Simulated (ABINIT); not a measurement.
Input of an ABINIT 10.8.3 (patched build) run:

File run.abi:

```
# Datasets: one volume each
ndtset 7
getwfk -1
scalecart1 3*0.9795861087
scalecart2 3*0.9864848297
scalecart3 3*0.9932883884
scalecart4 3*1.0000000000
scalecart5 3*1.0066227096
scalecart6 3*1.0131594038
scalecart7 3*1.0196128224

# Pseudopotentials
pp_dirpath "./"
pseudos "Zr.GGA_PBE-JTH.xml, C.GGA_PBE-JTH.xml"

# Structure
acell 3*1.0
rprim
     0.0000000000     4.4692022847     4.4692022847
     4.4692022847     0.0000000000     4.4692022847
     4.4692022847     4.4692022847     0.0000000000
ntypat 2
znucl 40 6
natom 2
typat 1 2
xred
     0.5000000000     0.5000000000     0.5000000000
     0.0000000000     0.0000000000     0.0000000000

# Plane-wave basis
ecut 20.0
pawecutdg 40.0

# k points
kptopt 1
ngkpt 10 10 10
nshiftk 1
shiftk 0.0 0.0 0.0

# Exchange and correlation
ixc 27

# Bands and occupations
nband 12
occopt 3
tsmear 0.00183747

# SCF cycle
nstep 100
tolvrs 1.0e-9

# Output
iomode 3
prtwf 1
prtden 0
prteig 0
prtebands 0
enunit 2
```

Potentials or basis: JTH PAW PBE v2.0.

Launch:

```bash
$ abinit run.abi > log 2>&1
```

Question: What does it give for the equilibrium volume?

Answer: 12.84 Å³/atom.

Question: Predict the pressure derivative of the bulk modulus.

Answer: 3.4 (rough: it moves with the points fitted).

Question: Estimate the bulk modulus.

Answer: 215 GPa.

Energy against volume, from the lowest point:
| volume (Å³/atom) | energy (meV/atom) |
| --- | --- |
| 12.434 | 8.50 |
| 12.699 | 0.01 |
| 12.963 | 0.00 |
| 13.228 | 6.91 |
| 13.493 | 19.21 |
| 13.757 | 38.46 |
| 14.022 | 62.71 |

Caveat: pressures at fixed basis lie under the slope of the energies; the PAW data sets were made with another functional, which shifts forces and pressure a little.
